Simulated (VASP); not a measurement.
Computed with G0W0 on PBE orbitals, VASP's PBE PAW potentials (set 64) (plane waves; VASP).

VASP input:

### KPOINTS
```
Automatic mesh
0
Gamma
6 6 6
0 0 0
```

### POSCAR
```
ZnTe
1
    0.0000000000     3.0500000000     3.0500000000
    3.0500000000     0.0000000000     3.0500000000
    3.0500000000     3.0500000000     0.0000000000
Zn Te
1 1
Direct
  0.0000000000   0.0000000000   0.0000000000
  0.2500000000   0.2500000000   0.2500000000
```

INCAR:
```
# general
SYSTEM      = ZnTe
PREC        = Normal
ENCUT       = 500   # plane-wave cut-off (eV)
LREAL       = .FALSE.
LASPH       = .TRUE.   # aspherical one-centre terms
NBANDS      = 128

# electronic loop
ALGO        = EVGW0

# smearing
ISMEAR      = 0
SIGMA       = 0.01

# functional
GGA         = PE   # PBE

# output
LWAVE       = .TRUE.
LCHARG      = .FALSE.

# other
ENCUTGW     = 180
NELMGW      = 1
NOMEGA      = 64
NBANDSGW    = 23
LSPECTRALGW = .TRUE.
```

POTCAR, in this order: Zn_sv_GW Te_GW (PBE.64 set). Program: vasp_std. Read from the step before: W*.

Output of the run:

**OSZICAR**
```
energies w=
    0.000    0.000    1.330    0.000    2.658    0.000    3.980    0.000
    5.294    0.000    6.598    0.000    7.889    0.000    9.167    0.000
   10.430    0.000   11.677    0.000   12.908    0.000   14.122    0.000
   15.321    0.000   16.504    0.000   17.672    0.000   18.826    0.000
   19.968    0.000   21.099    0.000   22.221    0.000   23.334    0.000
   24.442    0.000   25.547    0.000   26.649    0.000   27.753    0.000
   28.859    0.000   29.970    0.000   31.089    0.000   32.219    0.000
   33.363    0.000   34.523    0.000   35.704    0.000   36.908    0.000
   38.140    0.000   39.405    0.000   40.705    0.000   42.048    0.000
   43.439    0.000   44.884    0.000   46.390    0.000   47.966    0.000
   49.620    0.000   51.365    0.000   53.211    0.000   55.172    0.000
   57.266    0.000   59.512    0.000   61.931    0.000   64.552    0.000
   67.406    0.000   70.533    0.000   73.980    0.000   77.805    0.000
   82.082    0.000   86.903    0.000   92.386    0.000   98.683    0.000
  105.996    0.000  114.599    0.000  124.869    0.000  137.343    0.000
  152.813    0.000  172.493    0.000  198.352    0.000  233.797    0.000
NQ=   1    0.0000    0.0000    0.0000,
 performed        740000 updates of chi_q(r,r)
NQ=   2    0.1667    0.0000    0.0000,
 performed       1880000 updates of chi_q(r,r)
NQ=   3    0.3333    0.0000    0.0000,
 performed       3020000 updates of chi_q(r,r)
NQ=   4    0.5000    0.0000    0.0000,
 performed       4019000 updates of chi_q(r,r)
NQ=   5    0.1667    0.1667    0.0000,
 performed       5159000 updates of chi_q(r,r)
NQ=   6    0.3333    0.1667    0.0000,
 performed       6805000 updates of chi_q(r,r)
NQ=   7    0.5000    0.1667    0.0000,
 performed       8451000 updates of chi_q(r,r)
NQ=   8   -0.3333    0.1667    0.0000,
 performed      10097000 updates of chi_q(r,r)
NQ=   9   -0.1667    0.1667    0.0000,
 performed      11555000 updates of chi_q(r,r)
NQ=  10    0.3333    0.3333    0.0000,
 performed      12695000 updates of chi_q(r,r)
NQ=  11    0.5000    0.3333    0.0000,
 performed      14341000 updates of chi_q(r,r)
NQ=  12   -0.3333    0.3333    0.0000,
 performed      15799000 updates of chi_q(r,r)
NQ=  13    0.5000    0.5000    0.0000,
 performed      16715000 updates of chi_q(r,r)
NQ=  14    0.5000    0.3333    0.1667,
 performed      18538000 updates of chi_q(r,r)
NQ=  15   -0.3333    0.3333    0.1667,
 performed      20267000 updates of chi_q(r,r)
NQ=  16   -0.3333    0.5000    0.1667,
 performed      21731000 updates of chi_q(r,r)
 resolving degeneracies of screened two electron integrals
```

File OUTCAR:
```


 k-point   1 :       0.0000    0.0000    0.0000
  band No.  KS-energies  QP-energies   sigma(KS)   V_xc(KS)     V^pw_x(r,r')   Z            occupation Imag(sigma)

      1    -121.7220    -132.5414     -54.7441     -38.6751     -68.8822       0.6733       2.0000       2.5888
      2     -75.9078     -83.3209     -48.3829     -37.6075     -61.3173       0.6880       2.0000       3.1055
      3     -75.9078     -83.3209     -48.3829     -37.6075     -61.3173       0.6880       2.0000       3.1055
      4     -75.9078     -83.3209     -48.3829     -37.6075     -61.3173       0.6880       2.0000       3.1055
      5      -7.8051      -8.9123     -12.5119     -11.0306     -17.5745       0.7474       2.0000       1.8452
      6      -2.9099      -4.6158     -32.4886     -30.0366     -41.3362       0.6957       2.0000       1.0650
      7      -2.9099      -4.6158     -32.4886     -30.0366     -41.3362       0.6957       2.0000       1.0650
      8      -2.9099      -4.6158     -32.4886     -30.0366     -41.3362       0.6957       2.0000       1.0650
      9      -2.6768      -4.4242     -33.7103     -31.2155     -42.7616       0.7004       2.0000       1.0289
     10      -2.6768      -4.4242     -33.7103     -31.2155     -42.7616       0.7004       2.0000       1.0289
     11       3.9883       3.2886     -13.7699     -12.8855     -15.0063       0.7912       2.0000       0.3173
     12       3.9883       3.2886     -13.7699     -12.8855     -15.0063       0.7912       2.0000       0.3173
     13       3.9883       3.2886     -13.7699     -12.8855     -15.0063       0.7912       2.0000       0.3173
     14       5.2326       5.9220     -10.2821     -11.1392      -7.0344       0.8042       0.0000      -0.3341
     15       8.3878       8.8659      -9.2909      -9.8886      -5.6005       0.8000       0.0000      -0.4813
     16       8.3878       8.8659      -9.2909      -9.8886      -5.6005       0.8000       0.0000      -0.4813
     17       8.3878       8.8659      -9.2909      -9.8886      -5.6005       0.8000       0.0000      -0.4813
     18      11.2904      11.7523      -7.5489      -8.1202      -3.0726       0.8085       0.0000      -0.7070
     19      13.6933      14.2865      -9.3857     -10.1237      -5.0841       0.8036       0.0000      -0.7530
     20      13.6933      14.2865      -9.3857     -10.1237      -5.0841       0.8036       0.0000      -0.7530
     21      14.5902      15.0128      -7.0530      -7.5741      -2.3944       0.8110       0.0000      -0.8867
     22      14.5902      15.0128      -7.0530      -7.5741      -2.3944       0.8110       0.0000      -0.8867
     23      14.5902      15.0128      -7.0530      -7.5741      -2.3944       0.8110       0.0000      -0.8867

 k-point   2 :       0.1667    0.0000    0.0000
  band No.  KS-energies  QP-energies   sigma(KS)   V_xc(KS)     V^pw_x(r,r')   Z            occupation Imag(sigma)

      1    -121.7220    -132.5781     -54.7440     -38.6750     -68.8821       0.6756       2.0000       2.5889
      2     -75.9075     -83.4150     -48.3829     -37.6076     -61.3172       0.6967       2.0000       3.1053
      3     -75.9075     -83.4150     -48.3829     -37.6076     -61.3172       0.6967       2.0000       3.1053
      4     -75.9075     -83.4150     -48.3829     -37.6076     -61.3172       0.6967       2.0000       3.1053
      5      -7.6199      -8.7117     -12.6117     -11.1520     -17.6232       0.7480       2.0000       1.8059
      6      -2.8932      -4.6021     -32.5700     -30.1160     -41.4313       0.6964       2.0000       1.0634
      7      -2.8932      -4.6021     -32.5700     -30.1160     -41.4313       0.6964       2.0000       1.0634
      8      -2.8888      -4.5906     -32.1734     -29.7355     -40.9303       0.6981       2.0000       1.0636
      9      -2.6779      -4.4241     -33.6985     -31.2044     -42.7495       0.7001       2.0000       1.0296
     10      -2.6779      -4.4241     -33.6985     -31.2044     -42.7495       0.7001       2.0000       1.0296
     11       2.0306       1.3031     -13.3842     -12.4578     -14.9786       0.7852       2.0000       0.4292
     12       3.7134       2.9937     -13.5137     -12.6022     -14.7804       0.7895       2.0000       0.3313
     13       3.7134       2.9937     -13.5137     -12.6022     -14.7804       0.7895       2.0000       0.3313
     14       6.1640       6.7686     -10.2284     -10.9839      -6.9194       0.8005       0.0000      -0.3679
     15       8.7970       9.3017      -9.4101     -10.0420      -5.6279       0.7986       0.0000      -0.5098
     16       8.7970       9.3017      -9.4101     -10.0420      -5.6279       0.7986       0.0000      -0.5098
     17       8.8813       9.3482      -9.3148      -9.8967      -5.5805       0.8023       0.0000      -0.5100
     18      12.4811      12.9713      -7.6768      -8.2843      -3.0788       0.8070       0.0000      -0.7812
     19      12.6895      13.1504      -8.5630      -9.1347      -4.3704       0.8064       0.0000      -0.7040
     20      12.6895      13.1504      -8.5630      -9.1347      -4.3704       0.8064       0.0000      -0.7040
     21      14.0941      14.5037      -7.2327      -7.7383      -2.6483       0.8101       0.0000      -0.8463
     22      16.6586      17.2685      -7.8973      -8.6496      -3.0250       0.8107       0.0000      -1.0246
     23      16.6586      17.2685      -7.8973      -8.6496      -3.0250       0.8107       0.0000      -1.0246

 k-point   3 :       0.3333    0.0000    0.0000
  band No.  KS-energies  QP-energies   sigma(KS)   V_xc(KS)     V^pw_x(r,r')   Z            occupation Imag(sigma)

      1    -121.7220    -132.5443     -54.7441     -38.6751     -68.8822       0.6735       2.0000       2.5891
      2     -75.9077     -83.3410     -48.3826     -37.6076     -61.3169       0.6899       2.0000       3.1051
      3     -75.9077     -83.3410     -48.3826     -37.6076     -61.3169       0.6899       2.0000       3.1051
      4     -75.9077     -83.3410     -48.3826     -37.6076     -61.3169       0.6899       2.0000       3.1051
      5      -7.1908      -8.2454     -12.9550     -11.5457     -17.8687       0.7484       2.0000       1.7103
      6      -2.8651      -4.5787     -32.7058     -30.2480     -41.5887       0.6972       2.0000       1.0601
      7      -2.8651      -4.5787     -32.7058     -30.2480     -41.5887       0.6972       2.0000       1.0601
      8      -2.7575      -4.4569     -31.6736     -29.2692     -40.2502       0.7068       2.0000       1.0550
      9      -2.6756      -4.4232     -33.7183     -31.2253     -42.7783       0.7010       2.0000       1.0315
     10      -2.6756      -4.4232     -33.7183     -31.2253     -42.7783       0.7010       2.0000       1.0315
     11      -0.1248      -1.1032     -13.4370     -12.1761     -16.0024       0.7760       2.0000       0.6824
     12       3.2745       2.5160     -13.1726     -12.2103     -14.5241       0.7881       2.0000       0.3608
     13       3.2745       2.5160     -13.1726     -12.2103     -14.5241       0.7881       2.0000       0.3608
     14       5.9336       6.4827      -9.9122     -10.5969      -6.6212       0.8020       0.0000      -0.3678
     15       9.1098       9.5940      -9.2579      -9.8640      -5.4472       0.7990       0.0000      -0.5299
     16       9.1098       9.5940      -9.2579      -9.8640      -5.4472       0.7990       0.0000      -0.5299
     17      11.0475      11.5646      -8.8025      -9.4466      -4.5124       0.8027       0.0000      -0.6976
     18      12.2475      12.6353      -7.1569      -7.6358      -2.7091       0.8097       0.0000      -0.7391
     19      13.2078      13.7396      -8.7402      -9.4003      -4.3554       0.8057       0.0000      -0.7721
     20      13.2078      13.7396      -8.7402      -9.4003      -4.3554       0.8057       0.0000      -0.7721
     21      16.5980      17.3823      -8.7724      -9.7418      -3.6265       0.8091       0.0000      -1.1328
     22      18.8805      19.7683      -8.8306      -9.9182      -3.5716       0.8163       0.0000      -1.2849
     23      18.8805      19.7683      -8.8306      -9.9182      -3.5716       0.8163       0.0000      -1.2849

 k-point   4 :       0.5000    0.0000    0.0000
  band No.  KS-energies  QP-energies   sigma(KS)   V_xc(KS)     V^pw_x(r,r')   Z            occupation Imag(sigma)

      1    -121.7221    -132.4673     -54.7442     -38.6751     -68.8823       0.6687       2.0000       2.5892
      2     -75.9079     -83.2526     -48.3824     -37.6075     -61.3166       0.6817       2.0000       3.1051
      3     -75.9079     -83.2526     -48.3824     -37.6075     -61.3166       0.6817       2.0000       3.1051
      4     -75.9079     -83.2526     -48.3824     -37.6075     -61.3166       0.6817       2.0000       3.1051
      5      -6.9352      -7.9650     -13.2695     -11.8910     -18.1494       0.7470       2.0000       1.6496
      6      -2.8544      -4.5689     -32.7527     -30.2932     -41.6420       0.6971       2.0000       1.0583
      7      -2.8544      -4.5689     -32.7527     -30.2932     -41.6420       0.6971       2.0000       1.0583
      8      -2.6705      -4.4196     -33.7579     -31.2651     -42.8288       0.7017       2.0000       1.0328
      9      -2.6705      -4.4196     -33.7579     -31.2651     -42.8288       0.7017       2.0000       1.0328
     10      -2.5287      -4.2474     -33.1658     -30.7312     -42.0530       0.7059       2.0000       1.0406
     11      -1.1816      -2.2284     -11.5573     -10.2111     -14.0813       0.7776       2.0000       0.8162
     12       3.0898       2.3160     -13.0341     -12.0503     -14.4231       0.7866       2.0000       0.3738
     13       3.0898       2.3160     -13.0341     -12.0503     -14.4231       0.7866       2.0000       0.3738
     14       5.7617       6.2915      -9.9454     -10.6060      -6.7109       0.8019       0.0000      -0.3594
     15       9.0505       9.5020      -9.1305      -9.6944      -5.3745       0.8007       0.0000      -0.5219
     16       9.0505       9.5020      -9.1305      -9.6944      -5.3745       0.8007       0.0000      -0.5219
     17      11.5176      11.7669      -6.9625      -7.2709      -2.6565       0.8084       0.0000      -0.7074
     18      13.5674      14.1980      -8.6063      -9.3890      -3.8301       0.8056       0.0000      -0.9060
     19      15.0092      15.7068      -8.6165      -9.4826      -3.7427       0.8055       0.0000      -0.9533
     20      15.0092      15.7068      -8.6165      -9.4826      -3.7427       0.8055       0.0000      -0.9533
     21      16.0350      16.9878      -9.3701     -10.5460      -4.2612       0.8102       0.0000      -1.1116
     22      16.2211      16.9076      -9.2641     -10.1099      -4.4831       0.8117       0.0000      -1.0333
     23      16.2211      16.9076      -9.2641     -10.1099      -4.4831       0.8117       0.0000      -1.0333

...
```
(Selected blocks of OUTCAR.)

The mesh is coarse and the basis finite, so the quasiparticle values are not converged. VASP warned that its frequency grid is unfit for quasiparticle energies.

The compound is ZnTe in the zinc blende structure. The cell was not relaxed at this level.
